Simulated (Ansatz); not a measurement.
Wanted: the native input for an Ansatz 0.2.0 run.

| Property | Result |
| --- | --- |
| Task | single point |
| Functional | HSE03 |
| Potentials or basis | Ansatz PAW |
| Cutoff | 420 eV (not typed: the program's choice for these potentials) |
| k mesh | 6 × 6 × 6 |
| Occupations | fermi-dirac, width 0.05 eV |
| Spin | no spin polarisation |

TiO2 (Anatase):

```
CELL_PARAMETERS angstrom
-1.89210 1.89210 4.75730
1.89210 -1.89210 4.75730
1.89210 1.89210 -4.75730
ATOMIC_POSITIONS crystal
Ti 0.75000 0.25000 0.50000
Ti 0.00000 0.00000 0.00000
O 0.79190 0.79190 0.00000
O 0.54190 0.04190 0.50000
O 0.95810 0.45810 0.50000
O 0.20810 0.20810 0.00000
```

One way to write it, as run:

input.yaml

```yaml
crystal:
  lattice:
    - [-1.8921, 1.8921, 4.7573]
    - [1.8921, -1.8921, 4.7573]
    - [1.8921, 1.8921, -4.7573]
  atoms:
    - { symbol: Ti, position: [0.75, 0.25, 0.5] }
    - { symbol: Ti, position: [0.0, 0.0, 0.0] }
    - { symbol: O, position: [0.7919, 0.7919, 0.0] }
    - { symbol: O, position: [0.5419, 0.0419, 0.5] }
    - { symbol: O, position: [0.9581, 0.4581, 0.5] }
    - { symbol: O, position: [0.2081, 0.2081, 0.0] }
hamiltonian:
  xc: { exchange: pbe, correlation: pbe, exx: { coeff: 0.25, omega: 0.3 } }
  pseudopotentials: { kind: paw }
kpoints:
  mp_grid: { grid: [6, 6, 6] }
scf:
  occupations: { method: fermi_dirac, width: 0.05 }
output:
  forces: true
  stress: true
  eigenvalues: true
```

Potentials or basis: Ansatz PAW.

Launch:

```bash
$ ansatz run input.yaml --threads 2 --pin off --max-ram 5632MiB --backend cpu --events-out ev --progress --plain --runs-dir out
```

It gave:

```json
{"Pressure": "-1.8 GPa", "Largest force": "0.148 eV/Å", "Band gap on the k mesh": "3.42 eV, indirect (least direct gap 3.76 eV)"}
```

Caveat: the pressure holds a Pulay correction of +0.5 GPa for the finite cutoff; the PAW data sets come from PBE, with cores solved anew for the run's functional, which leaves a small shift of forces and pressure; the thresholds are loose for stress.

It took 79 s on 2 threads of Arm Neoverse V1, on a shared host, peak memory 2.6 GiB.
